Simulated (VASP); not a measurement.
Molecule: C2H2, in a box.

```
CELL_PARAMETERS angstrom
12.70486 0.00000 0.00000
0.00000 13.20486 0.00000
0.00000 0.00000 13.70486
ATOMIC_POSITIONS crystal
C 0.46854 0.52126 0.47238
C 0.53216 0.48592 0.52826
H 0.41212 0.55261 0.42281
H 0.58859 0.45457 0.57780
```

Base run:

| Item | Value |
| --- | --- |
| Program | VASP 6.6.1 |
| Functional | RPBE |
| Potentials or basis | VASP PAW PBE potentials, release 64 (C, H) |
| Cutoff | 400 eV |
| k mesh | 1 × 1 × 1 |
| Occupations | gaussian, width 0.01 eV |
| Spin | no spin polarisation |

Its results: gap between the frontier levels 6.72 eV; largest force 0.371 eV/Å.

Problem. The run is repeated on the same cell with these changes: functional from RPBE to rev-vdW-DF2. What comes out?

Solution. Gap between the frontier levels 6.67 eV; largest force 0.199 eV/Å.

Caveats: the standard files for N, O and F lose accuracy on very short bonds; the PAW data sets were made with another functional, which shifts forces and pressure a little.

